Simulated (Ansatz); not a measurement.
# Cu3Al: changing the dispersion correction

The cell as given:

```xyz
4
Lattice="0.0000 2.8880 2.8880 2.8880 0.0000 2.8880 2.8880 2.8880 0.0000" Properties=species:S:1:pos:R:3 pbc="T T T"
Cu    4.3320    4.3320    4.3320
Cu    1.4440    1.4440    1.4440
Cu    2.8880    2.8880    2.8880
Al    0.0000    0.0000    0.0000
```

The cell comes from a database or a generator and needn't be the stable form of this composition.

Kept alike: task relaxation of cell and atoms; functional PBEsol; k mesh 8 × 8 × 8; occupations fermi-dirac, width 0.05 eV; no spin polarisation. Program: Ansatz, Ansatz PAW, cutoff 420 eV. The mesh is that of the run's cell of 4 atoms. No spin-orbit coupling.

| dispersion correction | volume (Å³/atom) |
| --- | --- |
| D3(BJ) | 11.477 |
| D3(BJ)-ATM | 11.603 |
| D4 | 11.703 |
| none | 11.983 |

The relaxations keep at least the cell's symmetry (Fm-3m). For a metal such a mesh leaves the last digits unconverged. Relaxations stop with a little pressure left, so the last digits of a volume or edge aren't settled. Ansatz's relaxations hold a Pulay term in the stress (up to 0.1 GPa here). All rows use potentials made for PBE.

Question: What does the dispersion correction change here?

Answer: The volume runs from 11.477 (D3(BJ)) to 11.983 Å³/atom (none). Against no correction: D3(BJ) -4.2 %; D3(BJ)-ATM -3.2 %; D4 -2.3 %. Dispersion terms mostly attract and so lower the volume; the schemes' coefficients and damping set how far.

All three corrections contract this bcc-derived ordered alloy, most strongly with D3(BJ). Adding the three-body term to D3(BJ) raises the volume from 11.477 to 11.603 Å³/atom, as expected in a dense solid, where compact triangles of atoms make that term repulsive on balance. D4 contracts the cell least, probably because its coefficients and damping give a weaker net attraction.

The contraction is no sign that van der Waals forces hold the alloy together. Its cohesion comes mainly from delocalised sp electrons and their hybridisation with the Cu d shell, which PBEsol describes without any added term. Mobile electrons also screen the charge fluctuations behind dispersion, an effect that atom-based coefficients capture only in part. Since PBEsol already tends to give compact volumes for metals such as copper, the extra attraction suggests overbinding rather than a missing part of the bonding. The volumes alone don't show how the corrections would alter the alloy's elastic stiffness.
